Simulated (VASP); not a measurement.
# Ag (Fm-3m) in VASP: a series of runs

The runs below take Ag through band structure, optical spectrum, with MS2, RPBE+D3+U, BLYP, TB-mBJ.

Program: VASP 6.6.1. These are calculated values, not measurements. Logs are shortened: lines on timing, memory, paths and dates and some standing lists are left out, and cuts for length are marked.

### Step 1. The structure

It takes space group Fm-3m (No. 225, cubic). The conventional cell has a = 4.085 Å, b = 4.085 Å, c = 4.085 Å, α = 90.00°, β = 90.00°, γ = 90.00°. Ag (site symmetry m-3m) is surrounded by 12 Ag at 2.89 Å.

### Step 2. Band structure, MS2

Contents of INCAR:

```
PREC = Accurate ; ENCUT = 520
EDIFF = 1E-6 ; ISMEAR = -1
SIGMA = 0.05 ; LREAL = F
LASPH = T ; NELM = 60
ALGO = Normal ; ISIF = 2
LWAVE = F ; LCHARG = F
LMAXMIX = 4 ; METAGGA = MS2
LMIXTAU = T ; NBANDS = 12
```

Contents of KPOINTS:

```
Automatic mesh
0
Gamma
  11 11 11
```

Contents of POSCAR:

```
Ag
1.0
    0.0000000000      2.0427500000      2.0427500000
    2.0427500000      0.0000000000      2.0427500000
    2.0427500000      2.0427500000      0.0000000000
Ag
1
Direct
    0.0000000000      0.0000000000      0.0000000000
```

Contents of KPOINTS_OPT:

```
path GXWKGLUWLK,UX
10
line-mode
reciprocal
 0.0000000000  0.0000000000  0.0000000000  G
 0.5000000000  0.0000000000  0.5000000000  X

 0.5000000000  0.0000000000  0.5000000000  X
 0.5000000000  0.2500000000  0.7500000000  W

 0.5000000000  0.2500000000  0.7500000000  W
 0.3750000000  0.3750000000  0.7500000000  K

 0.3750000000  0.3750000000  0.7500000000  K
 0.0000000000  0.0000000000  0.0000000000  G

 0.0000000000  0.0000000000  0.0000000000  G
 0.5000000000  0.5000000000  0.5000000000  L

 0.5000000000  0.5000000000  0.5000000000  L
 0.6250000000  0.2500000000  0.6250000000  U

 0.6250000000  0.2500000000  0.6250000000  U
 0.5000000000  0.2500000000  0.7500000000  W

 0.5000000000  0.2500000000  0.7500000000  W
 0.5000000000  0.5000000000  0.5000000000  L

 0.5000000000  0.5000000000  0.5000000000  L
 0.3750000000  0.3750000000  0.7500000000  K

 0.6250000000  0.2500000000  0.6250000000  U
 0.5000000000  0.0000000000  0.5000000000  X
```

Potentials or basis: VASP PAW PBE potentials, release 64 (Ag).

Started as:

```
$ cat potpaw_PBE.64/Ag/POTCAR > POTCAR
$ mpirun -np 1 vasp_std > vasp.out
```

OUTCAR:

```text
PREC = Accurate
   ENCUT = 520
   EDIFF = 1E-6
   ISMEAR = -1
   LREAL = F
   LASPH = T
   NELM = 60
   ISIF = 2
   METAGGA = MS2

 ion  position               nearest neighbor table
   1  0.000  0.000  0.000-

  LATTYP: Found a face centered cubic cell.
 ALAT       =     4.0855000000

  Lattice vectors:

 A1 = (   0.0000000000,   2.0427500000,   2.0427500000)
 A2 = (   2.0427500000,   0.0000000000,   2.0427500000)
 A3 = (   2.0427500000,   2.0427500000,   0.0000000000)

Analysis of symmetry for initial positions (statically):
=====================================================================
 Subroutine PRICEL returns:
 Original cell was already a primitive cell.

 Routine SETGRP: Setting up the symmetry group for a
 face centered cubic supercell.

 Subroutine GETGRP returns: Found 48 space group operations
 (whereof 48 operations were pure point group operations)
 out of a pool of 48 trial point group operations.

The static configuration has the point symmetry O_h .

Analysis of symmetry for dynamics (positions and initial velocities):
=====================================================================
 Subroutine PRICEL returns:
 Original cell was already a primitive cell.

 Routine SETGRP: Setting up the symmetry group for a
 face centered cubic supercell.

 Subroutine GETGRP returns: Found 48 space group operations
 (whereof 48 operations were pure point group operations)
 out of a pool of 48 trial point group operations.

The dynamic configuration has the point symmetry O_h .

 Subroutine INISYM returns: Found 48 space group operations
 (whereof 48 operations are pure point group operations),
 and found     1 'primitive' translations

----------------------------------------------------------------------------------------

                                     Primitive cell

  volume of cell :      17.0481

  direct lattice vectors                    reciprocal lattice vectors
     0.000000000  2.042750000  2.042750000    -0.244768082  0.244768082  0.244768082
     2.042750000  0.000000000  2.042750000     0.244768082 -0.244768082  0.244768082
     2.042750000  2.042750000  0.000000000     0.244768082  0.244768082 -0.244768082

  length of vectors
     2.888884755  2.888884755  2.888884755     0.423950755  0.423950755  0.423950755

  position of ions in fractional coordinates (direct lattice)
     0.000000000  0.000000000  0.000000000

  ion indices of the primitive-cell ions
   primitive index   ion index
                 1           1

----------------------------------------------------------------------------------------

 KPOINTS: Automatic mesh

Automatic generation of k-mesh.
 Grid dimensions read from file:
 generate k-points for:   11   11   11

 Generating k-lattice:

  Cartesian coordinates                     Fractional coordinates (reciprocal lattice)
    -0.022251644  0.022251644  0.022251644     0.090909091  0.000000000  0.000000000
     0.022251644 -0.022251644  0.022251644     0.000000000  0.090909091  0.000000000
     0.022251644  0.022251644 -0.022251644     0.000000000  0.000000000  0.090909091

  Length of vectors
     0.038540978  0.038540978  0.038540978

  Shift w.r.t. Gamma in fractional coordinates (k-lattice)
     0.000000000  0.000000000  0.000000000

 Subroutine IBZKPT returns following result:
 ===========================================

 Found     56 irreducible k-points:

 Following reciprocal coordinates:
            Coordinates               Weight
  0.000000  0.000000  0.000000      1.000000
  0.090909  0.000000  0.000000      8.000000
  0.181818  0.000000  0.000000      8.000000
  0.272727  0.000000  0.000000      8.000000
  0.363636  0.000000  0.000000      8.000000
  0.454545  0.000000  0.000000      8.000000
[... 16 lines left out ...]
 -0.272727  0.181818  0.000000     24.000000
 -0.181818  0.181818  0.000000     12.000000
 [... further k-points ...]
   k-points           NKPTS =     56   k-points in BZ     NKDIM =     56   number of bands    NBANDS=     12
   number of dos      NEDOS =    301   number of ions     NIONS =      1
   total plane-waves  NPLWV =  13824
   dimension x,y,z NGX =    24 NGY =   24 NGZ =   24
   dimension x,y,z NGXF=    48 NGYF=   48 NGZF=   48
   ions per type =               1
   NGX,Y,Z   is equivalent  to a cutoff of  13.81, 13.81, 13.81 a.u.
   NGXF,Y,Z  is equivalent  to a cutoff of  27.62, 27.62, 27.62 a.u.
 SYSTEM =  unknown system
   PREC   = accura    normal or accurate (medium, high low for compatibility)
   ISTART =      0    job   : 0-new  1-cont  2-samecut
   ICHARG =      2    charge: 1-file 2-atom 10-const
   ISPIN  =      1    spin polarized calculation?
   LNONCOLLINEAR =      F non collinear calculations
   LSORBIT =      F    spin-orbit coupling
   LASPH  =      T    aspherical Exc in radial PAW
   ENCUT  =  520.0 eV  38.22 Ry    6.18 a.u.   5.37  5.37  5.37*2*pi/ulx,y,z
   NELM   =     60;   NELMIN=  2; NELMDL= -5     # of ELM steps
   EDIFF  = 0.1E-05   stopping-criterion for ELM
   LREAL  =      F    real-space projection
   EDIFFG = 0.1E-04   stopping-criterion for IOM
   NSW    =      0    number of steps for IOM
   IBRION =     -1    ionic relax: 0-MD 1-quasi-New 2-CG
   NFREE  =      0    steps in history (QN), initial steepest desc. (CG)
   ISIF   =      2    stress and relaxation
   ISYM   =      2    0-nonsym 1-usesym 2-fastsym
   POTIM  = 0.5000    time-step for ionic-motion
   TEBEG  =    0.0;   TEEND  =   0.0 temperature during run
   PSTRESS=    0.0 pullay stress
   NELECT =      11.0000    total number of electrons
   NUPDOWN=      -1.0000    fix difference up-down
   EMIN   =  10.00;   EMAX   =-10.00  energy-range for DOS
   EFERMI =   0.00;   METHOD = LEGACY
   ISMEAR =    -1;   SIGMA  =   0.05  broadening in eV -4-tet -1-fermi 0-gaus
   EFERMI_NEDOS =   21; number of points for ismear=-14 and -15
   IALGO  =     38    algorithm
   IMIX   =      4    mixing-type and parameters
     AMIX     =   0.40;   BMIX     =  1.00
     AMIX_MAG =   1.60;   BMIX_MAG =  1.00
  volume/ion in A,a.u.               =      17.05       115.05
  Fermi-wavevector in a.u.,A,eV,Ry     =   1.414644  2.673290 27.228221  2.001218
  Thomas-Fermi vector in A             =   2.536165
   LORBIT       =      0    0 simple, 1 ext, 2 COOP (PROOUT), +10 PAW based schemes
   METAGGA = MS2    functional components
   LHFCALC =     F    Hartree Fock is set to
   AEXX    =    0.0000 exact exchange contribution
   IVDW    =     0    specifies the selected vdW correction
   LEPSILON=     F    determine dielectric tensor
   LRPA    =     F    only Hartree local field effects (RPA)
 non-spin polarized calculation
  energy-cutoff  :      520.00
  volume of cell :       17.05
 maximum number of plane-waves:       477
 NGX is ok and might be reduce to    24
   NGX = 11   NGY = 11   NGZ = 11

 number of electron      10.9999999 magnetization

 Free energy of the ion-electron system (eV)
  ---------------------------------------------------
  ext. energy  EPLUGINS =         0.00000000
  ---------------------------------------------------
  free energy    TOTEN  =        -0.20449375 eV

  energy without entropy =       -0.20231813  energy(sigma->0) =       -0.20340594

 E-fermi :   8.4888     XC(G=0): -12.8810

 val. band max:        8.4210565732   @ k =  -0.4545   0.0909   0.0000
 cond. band min:       8.5614453098   @ k =   0.4545   0.3636   0.0000
 fundamental gap:      0.1403887366
 Fermi energy:         8.4888250732

 k-point     1 :       0.0000    0.0000    0.0000
  band No.  band energies     occupation
      1       0.4366      2.00000
      2       3.4651      2.00000
      3       3.4651      2.00000
      4       3.4651      2.00000
      5       4.4751      2.00000
      6       4.4751      2.00000
      7      24.7180      0.00000
      8      28.3388      0.00000
      9      28.3388      0.00000
     10      28.3389      0.00000
     11      32.9251      0.00000
     12      33.9874      0.00000

 k-point     2 :       0.0909    0.0000    0.0000
  band No.  band energies     occupation
      1       0.6931      2.00000
      2       3.4083      2.00000
      3       3.5342      2.00000
      4       3.5343      2.00000
      5       4.4510      2.00000
      6       4.4510      2.00000
      7      24.6240      0.00000
      8      26.4624      0.00000
      9      28.4008      0.00000
     10      28.4009      0.00000
     11      32.5964      0.00000
     12      33.7766      0.00000

 k-point     3 :       0.1818    0.0000    0.0000
  band No.  band energies     occupation
      1       1.3628      2.00000
      2       3.3674      2.00000
      3       3.6547      2.00000
      4       3.6548      2.00000
      5       4.4646      2.00000
      6       4.4646      2.00000
      7      22.2181      0.00000
      8      25.5534      0.00000
      9      28.4408      0.00000
     10      28.4408      0.00000
     11      31.5316      0.00000
     12      32.8720      0.00000
[... 286 lines left out ...]
 k-point    23 :      -0.2727    0.1818    0.0000
  band No.  band energies     occupation
      1       2.5918      2.00000
      2       3.2731      2.00000
      3       3.6785      2.00000
      4       3.9293      2.00000
      5       4.5231      2.00000
      6       6.9115      2.00000
      7      17.0548      0.00000
      8      20.2551      0.00000
      9      25.9801      0.00000
     10      27.4268      0.00000
     11      30.9230      0.00000
     12      33.4047      0.00000

 k-point    24 :      -0.1818    0.1818    0.0000
  band No.  band energies     occupation
      1       2.4914      2.00000
      2       3.0509      2.00000
      3       3.6517      2.00000
      4       4.0816      2.00000
      5       4.0886      2.00000
      6       5.6460      2.00000
      7      20.4162      0.00000
      8      20.7166      0.00000
      9      27.2899      0.00000
     10      29.1829      0.00000
     11      29.6821      0.00000
     12      33.3825      0.00000

 [... further k-points ...]

------------------------ aborting loop because EDIFF is reached ----------------------------------------

  FORCE on cell =-STRESS in cart. coord.  units (eV):
  Direction    XX          YY          ZZ          XY          YZ          ZX
  --------------------------------------------------------------------------------------
  -------------------------------------------------------------------------------------
  Total       -0.1997047     -0.1997047     -0.1997047     -0.0000000     -0.0000000      0.0000000
  in kB      -18.7682265    -18.7682265    -18.7682265     -0.0000000     -0.0000000      0.0000000
  external PRESSURE =     -18.7682265 kB  Pullay stress =       0.0000000 kB

 VOLUME and BASIS-vectors are now :
 -----------------------------------------------------------------------------
  energy-cutoff  :      520.00
  volume of cell :       17.05
      direct lattice vectors                 reciprocal lattice vectors
     0.000000000  2.042750000  2.042750000    -0.244768082  0.244768082  0.244768082
     2.042750000  0.000000000  2.042750000     0.244768082 -0.244768082  0.244768082
     2.042750000  2.042750000  0.000000000     0.244768082  0.244768082 -0.244768082

 POSITION                                       TOTAL-FORCE (eV/Angst)
 -----------------------------------------------------------------------------------
      0.00000      0.00000      0.00000         0.000000      0.000000      0.000000
 -----------------------------------------------------------------------------------
    total drift:                               -0.000000      0.000000     -0.000000

  FREE ENERGIE OF THE ION-ELECTRON SYSTEM (eV)
  ---------------------------------------------------
  free  energy   TOTEN  =        -0.2044937488 eV

  energy  without entropy=       -0.2023181271  energy(sigma->0) =       -0.20340594
```

It took 76 s on 1 thread of Intel Xeon Platinum 8375C at 2.90GHz (Ice Lake), shared host; peak memory 0.16 GiB.

Results:

```
Free energy             : -0.2045 eV
Pressure                : -1.9 GPa
Band gap along the path : none (metal or under the smearing width)
```

Levels at the corners of the path, in eV from the Fermi level:
| point | band 3 | band 4 | band 5 | band 6 | band 7 | band 8 |
| --- | --- | --- | --- | --- | --- | --- |
| Γ | -5.02 | -5.02 | -4.01 | -4.01 | 16.23 | 19.85 |
| X | -3.25 | -2.96 | -2.96 | 1.34 | 6.68 | 10.64 |
| X | -3.25 | -2.96 | -2.96 | 1.34 | 6.68 | 10.64 |
| W | -5.32 | -4.01 | -2.96 | 5.77 | 5.77 | 7.07 |
| W | -5.32 | -4.01 | -2.96 | 5.77 | 5.77 | 7.07 |
| K | -4.31 | -3.79 | -3.25 | 4.08 | 5.14 | 7.06 |
| K | -4.31 | -3.79 | -3.25 | 4.08 | 5.14 | 7.06 |
| Γ | -5.02 | -5.02 | -4.01 | -4.01 | 16.23 | 19.85 |
| Γ | -5.02 | -5.02 | -4.01 | -4.01 | 16.23 | 19.85 |
| L | -5.07 | -3.19 | -3.19 | -0.70 | 3.52 | 15.39 |
| L | -5.07 | -3.19 | -3.19 | -0.70 | 3.52 | 15.39 |
| U | -4.31 | -3.79 | -3.25 | 4.08 | 5.14 | 7.06 |
| U | -4.31 | -3.79 | -3.25 | 4.08 | 5.14 | 7.06 |
| W | -5.32 | -4.01 | -2.96 | 5.77 | 5.77 | 7.07 |
| W | -5.32 | -4.01 | -2.96 | 5.77 | 5.77 | 7.07 |
| L | -5.07 | -3.19 | -3.19 | -0.70 | 3.52 | 15.39 |
| L | -5.07 | -3.19 | -3.19 | -0.70 | 3.52 | 15.39 |
| K | -4.31 | -3.79 | -3.25 | 4.08 | 5.14 | 7.06 |
| U | -4.31 | -3.79 | -3.25 | 4.08 | 5.14 | 7.06 |
| X | -3.25 | -2.96 | -2.96 | 1.34 | 6.68 | 10.64 |

Caveat: the PAW data sets were made with another functional, which shifts forces and pressure a little.

### Step 3. Band structure, RPBE+D3+U

Contents of INCAR:

```
  ALGO = Normal
  EDIFF = 1E-7
  ENCUT = 520
  GGA = RP
  ISIF = 2
  ISMEAR = 1
  IVDW = 11
  LASPH = True
  LCHARG = False
  LDAU = True
  LDAUJ = 0.5
  LDAUL = 2
  LDAUPRINT = 1
  LDAUTYPE = 2
  LDAUU = 6.2
  LMAXMIX = 4
  LREAL = False
  LWAVE = False
  NBANDS = 12
  NELM = 100
  PREC = Accurate
  SIGMA = 0.2
```

Contents of KPOINTS:

```
k-points
0
Gamma
  11 11 11
```

Contents of POSCAR:

```
Ag
2.8889
    0.000000000000      0.707103049604      0.707103049604
    0.707103049604      0.000000000000      0.707103049604
    0.707103049604      0.707103049604      0.000000000000
Ag
1
Direct
    0.0000000000      0.0000000000      0.0000000000
```

KPOINTS_OPT is that of step 2.

Potentials or basis: VASP PAW PBE potentials, release 64 (Ag).

Started as:

```
$ cat potpaw_PBE.64/Ag/POTCAR > POTCAR
$ mpirun -np 1 vasp_std > vasp.out
```

Run time: 7.1 s. Hardware: 1 thread of Intel Xeon 6975P-C (Granite Rapids), shared host; peak memory 0.16 GiB.

It converged, with:

```
Free energy                : -1.1450 eV
Pressure                   : 3.6 GPa
Band gap along the path    : none (metal or under the smearing width)
Dispersion energy per atom : -0.752 eV
```

Levels at the corners of the path, in eV from the Fermi level:
```tsv
point	band 1	band 2	band 3	band 4	band 5	band 6	band 7	band 8	band 9	band 10
Γ	-7.61	-6.89	-6.89	-6.89	-5.92	-5.92	16.14	19.73	19.73	19.73
X	-8.30	-8.29	-5.17	-4.90	-4.90	1.78	6.20	10.85	10.85	15.40
X	-8.30	-8.29	-5.17	-4.90	-4.90	1.78	6.20	10.85	10.85	15.40
W	-7.59	-6.99	-6.99	-5.85	-4.90	5.73	5.73	7.05	7.49	22.03
W	-7.59	-6.99	-6.99	-5.85	-4.90	5.73	5.73	7.05	7.49	22.03
K	-7.95	-7.45	-5.99	-5.67	-5.17	4.11	5.11	6.69	12.74	15.90
K	-7.95	-7.45	-5.99	-5.67	-5.17	4.11	5.11	6.69	12.74	15.90
Γ	-7.61	-6.89	-6.89	-6.89	-5.92	-5.92	16.14	19.73	19.73	19.73
Γ	-7.61	-6.89	-6.89	-6.89	-5.92	-5.92	16.14	19.73	19.73	19.73
L	-8.07	-6.92	-6.92	-5.12	-5.12	-0.26	3.09	15.32	18.08	18.08
L	-8.07	-6.92	-6.92	-5.12	-5.12	-0.26	3.09	15.32	18.08	18.08
U	-7.95	-7.45	-5.99	-5.67	-5.17	4.11	5.11	6.69	12.74	15.90
U	-7.95	-7.45	-5.99	-5.67	-5.17	4.11	5.11	6.69	12.74	15.90
W	-7.59	-6.99	-6.99	-5.85	-4.90	5.73	5.73	7.05	7.49	22.03
W	-7.59	-6.99	-6.99	-5.85	-4.90	5.73	5.73	7.05	7.49	22.03
L	-8.07	-6.92	-6.92	-5.12	-5.12	-0.26	3.09	15.32	18.08	18.08
L	-8.07	-6.92	-6.92	-5.12	-5.12	-0.26	3.09	15.32	18.08	18.08
K	-7.95	-7.45	-5.99	-5.67	-5.17	4.11	5.11	6.69	12.74	15.90
U	-7.95	-7.45	-5.99	-5.67	-5.17	4.11	5.11	6.69	12.74	15.90
X	-8.30	-8.29	-5.17	-4.90	-4.90	1.78	6.20	10.85	10.85	15.40
```

Eigenvalues of the final occupation matrices:
```csv
site,spin,trace,eigenvalues
site 1 d,1,4.74,0.95 0.95 0.95 0.95 0.95
site 1 d,2,4.74,0.95 0.95 0.95 0.95 0.95
```

Caveat: the PAW data sets were made with another functional, which shifts forces and pressure a little; U without spin polarisation on a metal has little footing; pairwise dispersion overbinds metals, which lowers pressure and volume; the U is typed as a test and isn't derived for this compound.

[end of part 1 of 2]
